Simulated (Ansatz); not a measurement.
Input and command of a plane-wave DFT calculation in Ansatz:

```yaml
crystal:
  lattice:
    - [-1.5949620261, 1.5949620261, 1.5949620261]
    - [1.5949620261, -1.5949620261, 1.5949620261]
    - [1.5949620261, 1.5949620261, -1.5949620261]
  atoms:
    - { symbol: Zn, position: [0.0, 0.0, 0.0] }
basis:
  ecutwfc: 420
kpoints:
  mp_grid: { grid: [8, 8, 8] }
hamiltonian:
  xc: pbe
scf:
  occupations: { method: gaussian, width: 0.1 }
output:
  forces: true
  stress: true
  eigenvalues: true
```

```bash
ansatz run input.yaml --threads 2 --pin off --max-ram 5120MiB --backend cpu --events-out ev --progress --plain --runs-dir out
```

Processor: Arm Neoverse V1, 2 threads, on a host shared with other jobs.

**Question.** Estimate time, memory and problem size.

**Answer.** About 0.36 s on 2 threads of Arm Neoverse V1 (shared host), peak memory 0.25 GiB. It solves 10 bands at 29 k points (the mesh reduced by the symmetry that the task leaves, which can be less than the crystal's) with about 321 plane waves, in 6 SCF iterations.
